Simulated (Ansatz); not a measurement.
Crystal: Be.

```
CELL_PARAMETERS angstrom
2.23274 0.00000 0.00000
0.00000 2.23274 0.00000
0.00000 0.00000 2.06565
ATOMIC_POSITIONS crystal
Be 0.50000 0.50000 0.00000
```

The cell was built by a generator and needn't be a form met in nature.

Base run:

| Property | Result |
| --- | --- |
| Program | Ansatz 0.2.0 |
| Functional | r2SCAN |
| Potentials or basis | Ansatz PAW |
| Cutoff | 500 eV |
| Density cutoff | 2000 eV |
| k mesh | 12 × 12 × 13 |
| Occupations | fermi-dirac, width 0.05 eV |
| Spin | no spin polarisation |

Its results: band gap on the k mesh none (metal or under the smearing width); pressure 0.0 GPa.

After a change of settings the same cell gave: band gap on the k mesh none (metal or under the smearing width); pressure -3.3 GPa. Which change was it?
A. functional from r2SCAN to BLYP; cutoff from 500 eV to 420 eV; density cutoff from 2000 eV to 1680 eV
B. functional from r2SCAN to PBEsol; cutoff from 500 eV to 420 eV; density cutoff from 2000 eV to 1680 eV
C. functional from r2SCAN to LDA; cutoff from 500 eV to 420 eV; density cutoff from 2000 eV to 1680 eV
D. functional from r2SCAN to revPBE; cutoff from 500 eV to 420 eV; density cutoff from 2000 eV to 1680 eV

C.

Caveats: the PAW data sets come from PBE, with cores solved anew for the run's functional, which leaves a small shift of forces and pressure.

Not every run made on this cell is shown here.
